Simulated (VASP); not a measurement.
# ZrC (Fm-3m) in VASP: further runs

One crystal, ZrC, is run at these levels: HSE06, PBEsol, PBE; tasks: single point, relaxation of cell and atoms, atomic charges.

Program: VASP 6.6.1. These are calculated values, not measurements. Logs are shortened: lines on timing, memory, paths and dates and some standing lists are left out, and cuts for length are marked.

**1. The structure**

Symmetry: Fm-3m, No. 225, cubic system. The conventional cell has a = 4.730 Å, b = 4.730 Å, c = 4.730 Å, α = 90.00°, β = 90.00°, γ = 90.00°. Around Zr (site symmetry m-3m) lie 6 C at 2.37 Å. C (site symmetry m-3m) is surrounded by 6 Zr at 2.37 Å.

**2. Single point, HSE06 (supercell [3, 3, 2], atoms moved at random, drawn with an rms of 0.05 Å)**

The input, POSCAR:

```
ZrC
1.0
    0.0000000000      7.0950000000      7.0950000000
    7.0950000000      0.0000000000      7.0950000000
    4.7300000000      4.7300000000      0.0000000000
Zr C
18 18
Direct
    0.1683720000      0.1663590000      0.2526540000
    0.1722800000      0.1629410000      0.7473230000
    0.1698010000      0.4984070000      0.2489840000
    0.1672610000      0.5017180000      0.7492890000
    0.1668600000      0.8311010000      0.2486770000
    0.1648660000      0.8338970000      0.7529530000
    0.5011270000      0.1655750000      0.2466790000
    0.5054470000      0.1654770000      0.7500370000
    0.5013690000      0.4978920000      0.2359660000
    0.5018040000      0.4991150000      0.7486490000
    0.4923730000      0.8393630000      0.2543870000
    0.4984500000      0.8376870000      0.7564260000
    0.8312900000      0.1694180000      0.2426120000
    0.8290640000      0.1680480000      0.7486200000
    0.8312810000      0.5016370000      0.2470870000
    0.8321360000      0.4990560000      0.7520210000
    0.8346400000      0.8333830000      0.2536920000
    0.8355500000      0.8289960000      0.7513160000
   -0.0021910000      0.0060580000     -0.0035110000
   -0.0032610000      0.0019340000      0.4969720000
   -0.0016140000      0.3307940000      0.0041510000
    0.0017760000      0.3295830000      0.4986010000
   -0.0023780000      0.6620730000      0.0083840000
    0.0014220000      0.6639860000      0.5056340000
    0.3371740000     -0.0027690000     -0.0009890000
    0.3275770000     -0.0005090000      0.5064460000
    0.3342630000      0.3356820000     -0.0042210000
    0.3269490000      0.3346640000      0.4992320000
    0.3315480000      0.6657440000      0.0069890000
    0.3352680000      0.6667130000      0.4999240000
    0.6651560000      0.0011100000      0.0038930000
    0.6646870000     -0.0075380000      0.5096650000
    0.6640160000      0.3299570000      0.0041850000
    0.6664090000      0.3372370000      0.4962550000
    0.6709240000      0.6675630000     -0.0021410000
    0.6608040000      0.6661260000      0.5032400000
```

The input, INCAR.step1:

```
PREC     = Accurate       # precision mode
ENCUT    = 520            # plane-wave cutoff, eV
EDIFF    = 1E-5           # SCF threshold, eV
ISMEAR   = 0              # smearing method
SIGMA    = 0.05           # smearing width, eV
LREAL    = Auto         
LASPH    = T              # aspherical terms in the spheres
NELM     = 100            # most SCF steps
ALGO     = Normal         # electronic algorithm
ISIF     = 2              # what is computed and relaxed
LWAVE    = T              # write WAVECAR
LCHARG   = F              # write CHGCAR
NSIM     = 16           
GGA      = PE             # functional
LUSENCCL = F
```

The input, INCAR.step2:

```
PREC     = Accurate       # precision mode
ENCUT    = 520            # plane-wave cutoff, eV
EDIFF    = 1E-5           # SCF threshold, eV
ISMEAR   = 0              # smearing method
SIGMA    = 0.05           # smearing width, eV
LREAL    = Auto         
LASPH    = T              # aspherical terms in the spheres
NELM     = 100            # most SCF steps
ALGO     = Normal         # electronic algorithm
ISIF     = 2              # what is computed and relaxed
LWAVE    = F              # write WAVECAR
LCHARG   = F              # write CHGCAR
GGA      = PE             # functional
LHFCALC  = T              # exact exchange
HFSCREEN = 0.2            # screening, 1/A
PRECFOCK = Fast         
NSIM     = 16           
ISTART   = 1            
LUSENCCL = F
```

The input, KPOINTS:

```
Automatic mesh
0
Gamma
  1 1 1
```

Potentials or basis: VASP PAW PBE potentials, release 64 (Zr_sv, C).

The run is started by

```
$ cat potpaw_PBE.64/Zr_sv/POTCAR potpaw_PBE.64/C/POTCAR > POTCAR
$ cp INCAR.step1 INCAR
$ mpirun -np 1 vasp_gam > vasp.out
$ cp INCAR.step2 INCAR
$ mpirun -np 1 vasp_gam > vasp.out
```

OUTCAR:

```text
PREC = Accurate
   ENCUT = 520
   EDIFF = 1E-5
   ISMEAR = 0
   LREAL = Auto
   LASPH = T
   NELM = 100
   ISIF = 2
   GGA = PE
   LHFCALC = T
   HFSCREEN = 0.2
   PRECFOCK = Fast
   ISTART = 1

 ion  position               nearest neighbor table
   1  0.168  0.166  0.253-  22 2.32  26 2.33  27 2.38  21 2.38  20 2.39  25 2.40  11 3.27   2 3.31
                             7 3.32   3 3.33   6 3.34  14 3.36   4 3.37   8 3.37  15 3.37   2 3.38
   2  0.172  0.163  0.747-  26 2.30  28 2.32  19 2.35  25 2.36  22 2.39  21 2.41  12 3.27   1 3.31
                             6 3.32   7 3.32   5 3.34   3 3.35   8 3.36  13 3.37   1 3.38   4 3.38
   3  0.170  0.498  0.249-  28 2.30  29 2.34  27 2.35  23 2.36  24 2.39  22 2.39   9 3.28   5 3.32
                             1 3.33   7 3.33   4 3.34  10 3.34   6 3.34   2 3.35   4 3.35  17 3.36
   4  0.167  0.502  0.749-  24 2.33  27 2.35  30 2.36  23 2.36  28 2.37  21 2.41  18 3.31   5 3.33
                             6 3.33   3 3.34  10 3.34   3 3.35  15 3.35   1 3.37  16 3.37   2 3.38
   5  0.167  0.831  0.249-  29 2.32  24 2.36  30 2.38  20 2.39  25 2.39  19 2.39  17 3.31  12 3.31
                             6 3.31   3 3.32   4 3.33  11 3.33   2 3.34  18 3.34   9 3.35   6 3.38
   6  0.165  0.834  0.753-  26 2.33  19 2.37  30 2.38  29 2.38  20 2.40  23 2.41  11 3.31   5 3.31
                             2 3.32  17 3.33   4 3.33  18 3.33   1 3.34   3 3.34  14 3.36  10 3.37
   7  0.501  0.166  0.247-  31 2.32  33 2.32  27 2.37  28 2.39  32 2.41  26 2.41  11 3.29   9 3.30
                             8 3.30  14 3.31   1 3.32  13 3.32   2 3.32   3 3.33  10 3.34  17 3.34
   8  0.505  0.165  0.750-  31 2.33  34 2.36  32 2.37  27 2.37  25 2.39  28 2.45  14 3.26   7 3.30
                            12 3.30  11 3.32  10 3.32  13 3.33  18 3.34   2 3.36   1 3.37   4 3.38
   9  0.501  0.498  0.236-  33 2.29  29 2.29  28 2.40  34 2.40  35 2.41  30 2.45  10 3.25  16 3.28
[... 23 lines left out ...]
  23  0.998  0.662  0.008-  15 2.32   3 2.36   4 2.36  18 2.37  17 2.38   6 2.41
  24  0.001  0.664  0.506-   4 2.33  18 2.33   5 2.36  16 2.37  17 2.38   3 2.39
[... 10 lines left out ...]
  35  0.671  0.668  0.998-  18 2.31  15 2.32  16 2.36  12 2.37   9 2.41  11 2.43
  36  0.661  0.666  0.503-  10 2.31  11 2.37  15 2.38  16 2.39  12 2.42  17 2.42

  LATTYP: Found a base centered monoclinic cell.
 ALAT       =    14.5788391170
 B/A-ratio  =     0.6882472016
 C/A-ratio  =     0.4588314677
 COS(beta)  =    -0.2294157339

  Lattice vectors:

 A1 = (  -4.7300000000,   2.3650000000,   7.0950000000)
 A2 = (   2.3650000000,  -4.7300000000,   7.0950000000)
 A3 = (   4.7300000000,   4.7300000000,   0.0000000000)

Analysis of symmetry for initial positions (statically):
=====================================================================
 Subroutine PRICEL returns:
 Original cell was already a primitive cell.

 Routine SETGRP: Setting up the symmetry group for a
 base centered monoclinic supercell.

[... 184 lines left out ...]
  Fermi-wavevector in a.u.,A,eV,Ry     =   1.384439  2.616209 26.077880  1.916670
  Thomas-Fermi vector in A             =   2.508943
   LORBIT       =      0    0 simple, 1 ext, 2 COOP (PROOUT), +10 PAW based schemes
   GGA     = PE    functional components
   LHFCALC =     T    Hartree Fock is set to
   PRECFOCK=fast      Normal, Fast or Accurate (Low or Medium for compatibility)
   ENCUT4O =  -1.0   cutoff for four orbital integrals eV
   NKREDX  =     1    reduce k-point grid by
   NKREDY  =     1    reduce k-point grid by
   NKREDZ  =     1    reduce k-point grid by
   AEXX    =    0.2500 exact exchange contribution
   HFSCREEN=    0.2000 screening length (either q_TF or 0.3 A-1)
   HFSCREENC=   0.2000 screening length for correlation (either q_TF or 0.3 A-1)
   ENCUTFOCK=  -1.0 apply spherical cutoff to Coloumb kernel
   IVDW    =     0    specifies the selected vdW correction
   LEPSILON=     F    determine dielectric tensor
   LRPA    =     F    only Hartree local field effects (RPA)
 non-spin polarized calculation
 Gauss-broadening in eV      SIGMA  =   0.05
  energy-cutoff  :      520.00
  volume of cell :      476.21
 maximum number of plane-waves:      6434
 NGX is ok and might be reduce to    80
  NGX = 40; NGY = 40; NGZ = 28

 number of electron     288.0000001 magnetization

 Free energy of the ion-electron system (eV)
  ---------------------------------------------------
  ext. energy  EPLUGINS =         0.00000000
  ---------------------------------------------------
  free energy    TOTEN  =      -399.38130063 eV

  energy without entropy =     -399.38130063  energy(sigma->0) =     -399.38130063

 E-fermi :  10.0522     XC(G=0):  -9.8657

 val. band max:        9.8248037064   @ k =   0.0000   0.0000   0.0000
 cond. band min:      10.2830120586   @ k =   0.0000   0.0000   0.0000
 fundamental gap:      0.4582083522
 Fermi energy:        10.0522139088

 k-point     1 :       0.0000    0.0000    0.0000
  band No.  band energies     occupation
      1     -42.5143      2.00000
      2     -42.4809      2.00000
      3     -42.4638      2.00000
      4     -42.4333      2.00000
      5     -42.4287      2.00000
      6     -42.4197      2.00000
[... 148 lines left out ...]
    155      12.5658      0.00000
    156      12.5944      0.00000
 [bands above 156 left out]

------------------------ aborting loop because EDIFF is reached ----------------------------------------

  FORCE on cell =-STRESS in cart. coord.  units (eV):
  Direction    XX          YY          ZZ          XY          YZ          ZX
  --------------------------------------------------------------------------------------
  -------------------------------------------------------------------------------------
  Total       -2.0844882     -6.7090856    -32.7811407      5.5937007      8.6919670      7.1893375
  in kB       -7.0131654    -22.5724126   -110.2906530     18.8197511     29.2437265     24.1881981
  external PRESSURE =     -46.6254103 kB  Pullay stress =       0.0000000 kB

 VOLUME and BASIS-vectors are now :
 -----------------------------------------------------------------------------
  energy-cutoff  :      520.00
  volume of cell :      476.21
      direct lattice vectors                 reciprocal lattice vectors
     0.000000000  7.095000000  7.095000000    -0.070472163  0.070472163  0.070472163
     7.095000000  0.000000000  7.095000000     0.070472163 -0.070472163  0.070472163
     4.730000000  4.730000000  0.000000000     0.105708245  0.105708245 -0.105708245

 POSITION                                       TOTAL-FORCE (eV/Angst)
 -----------------------------------------------------------------------------------
      2.37537      2.38965      2.37492         0.117636     -0.740088     -0.741949
      4.69090      4.75716      2.37839         1.309190     -0.657028     -0.316844
      4.71389      2.38243      4.74094         0.323737     -0.248563     -0.674892
      7.10383      4.73085      4.74641         0.094517     -0.025099     -0.291039
      7.07290      2.36011      7.08053         0.565596      0.155718     -0.402764
      9.47797      4.73119      7.08622        -0.062716      0.041634     -0.118622
[... 28 lines left out ...]
      9.45623      9.48008      9.49657         0.123403     -0.531169     -0.128364
      7.10649      7.06873      9.41457        -0.378101      0.617504     -0.060338
 -----------------------------------------------------------------------------------
    total drift:                                0.011385     -0.000355      0.017373

  FREE ENERGIE OF THE ION-ELECTRON SYSTEM (eV)
  ---------------------------------------------------
  free  energy   TOTEN  =      -399.3813006266 eV

  energy  without entropy=     -399.3813006265  energy(sigma->0) =     -399.38130063
```

Run time: 7 min. Hardware: 1 × NVIDIA H100 80GB with 1 thread of AMD EPYC 7R13 (Zen 3), shared host; peak memory 3 GiB.

These settings aren't checked as converged: the numbers below hold their error.

Results:

```
Free energy            : -399.3813 eV
Pressure               : -4.7 GPa
Largest force          : 1.499 eV/Å
Band gap on the k mesh : 0.46 eV
```

Caveat: the k mesh is coarse (spacing up to 1.15 Å⁻¹), so the values aren't converged, least of all with exact exchange; the PAW data sets were made with another functional, which shifts forces and pressure a little; an odd mesh through Γ misses points on the zone boundary, where band edges often lie.

**3. Relaxation of cell and atoms, PBEsol**

This run uses another cell than the first one: it holds 2 atoms, not 36.

The input, INCAR:

```
ALGO = Fast
EDIFF = 1E-6
EDIFFG = -0.01
ENCUT = 600
GGA = PS
IBRION = 2
ISIF = 3
ISMEAR = -1
LASPH = True
LCHARG = False
LREAL = False
LWAVE = False
NELM = 60
NSW = 60
PREC = Accurate
PSTRESS = 0
SIGMA = 0.05
```

The input, KPOINTS:

```
k-points
0
Gamma
  10 10 10
```

The input, POSCAR:

```
ZrC
1.0
    0.0000000000      2.3650000000      2.3650000000
    2.3650000000      0.0000000000      2.3650000000
    2.3650000000      2.3650000000      0.0000000000
Zr C
1 1
Direct
    0.5000000000      0.5000000000      0.5000000000
    0.0000000000      0.0000000000      0.0000000000
```

Potentials or basis: VASP PAW PBE potentials, release 64 (Zr_sv, C).

The run is started by

```
$ cat potpaw_PBE.64/Zr_sv/POTCAR potpaw_PBE.64/C/POTCAR > POTCAR
$ mpirun -np 1 vasp_std > vasp.out
```

It took 87 s on 1 thread of Intel Xeon Platinum 8488C (Sapphire Rapids), shared host; peak memory 0.18 GiB.

Results (log left out):

- Free energy: -20.5739 eV
- Relaxed volume: 12.74 Å³/atom
- Relaxed cell: a = 3.303 Å, b = 3.303 Å, c = 3.303 Å, α = 60.00°, β = 60.00°, γ = 60.00°
- Space group after relaxing (to 0.05 Å): Fm-3m (No. 225)
- Energy gained by relaxing: 13.0 meV/atom
- Ionic steps: 4
- Pressure after relaxing: 0.0 GPa
- Band gap on the k mesh: none (metal or under the smearing width)

The path:
```csv
step,energy change (eV),largest force (eV/Å),pressure (GPa),volume (Å³)
1,0.0000,0.0000,-8.24,26.46
2,0.0500,0.0000,16.67,23.94
3,-0.0260,0.0000,-0.15,25.49
4,-0.0260,0.0000,-0.01,25.48
```

Final structure:
```
Zr C
1.0
     0.00000    2.33540    2.33540
     2.33540    0.00000    2.33540
     2.33540    2.33540    0.00000
Zr C
1 1
Direct
  0.50000 0.50000 0.50000
  0.00000 0.00000 0.00000
```

Levels at points of the mesh, in eV from the Fermi level:
```tsv
k point	band 6	band 7	band 8	band 9	band 10	band 11
(0.00, 0.00, 0.00)	0.95	0.95	0.95	1.05	1.05	1.05
(0.50, 0.00, 0.00)	-5.42	-3.02	-3.02	4.59	4.59	5.44
(0.50, 0.50, 0.00)	-2.04	-1.89	0.08	0.08	4.56	5.80
```

Caveat: the PAW data sets were made with another functional, which shifts forces and pressure a little.

**4. Atomic charges, PBE**

This run uses another cell than the first one: it holds 2 atoms, not 36.

The input, INCAR:

```
SYSTEM = ZrC
  PREC = Accurate
  ENCUT = 520
  EDIFF = 1E-6
  ISMEAR = 0
  SIGMA = 0.02
  LREAL = .FALSE.
  LASPH = .TRUE.
  NELM = 100
  ALGO = Normal
  ISIF = 2
  LWAVE = .FALSE.
  LCHARG = .FALSE.
  GGA = PE
  LORBIT = 11
```

The input, KPOINTS:

```
Automatic mesh
0
G
  10 10 10
  0 0 0
```

POSCAR is that of step 3.

The run is started by

```
$ cat potpaw_PBE.64/Zr_sv/POTCAR potpaw_PBE.64/C/POTCAR > POTCAR
$ mpirun -np 1 vasp_std > vasp.out
```

Wall time 12 s (1 thread of Intel Xeon 6975P-C (Granite Rapids), shared host); peak memory 0.16 GiB.

It converged, with:

* Free energy: -19.4573 eV
* Pressure: -2.7 GPa
* Band gap on the k mesh: none (metal or under the smearing width)
* Valence electrons inside the program's atomic spheres: Zr 9.81; C 2.35

Levels at points of the mesh, in eV from the Fermi level:
| k point | band 6 | band 7 | band 8 | band 9 | band 10 | band 11 |
| --- | --- | --- | --- | --- | --- | --- |
| (0.00, 0.00, 0.00) | 0.94 | 0.94 | 0.94 | 1.10 | 1.10 | 1.10 |
| (0.50, 0.00, 0.00) | -5.21 | -2.86 | -2.86 | 4.41 | 4.41 | 5.22 |
| (0.50, 0.50, 0.00) | -2.08 | -1.69 | 0.05 | 0.05 | 4.36 | 5.54 |
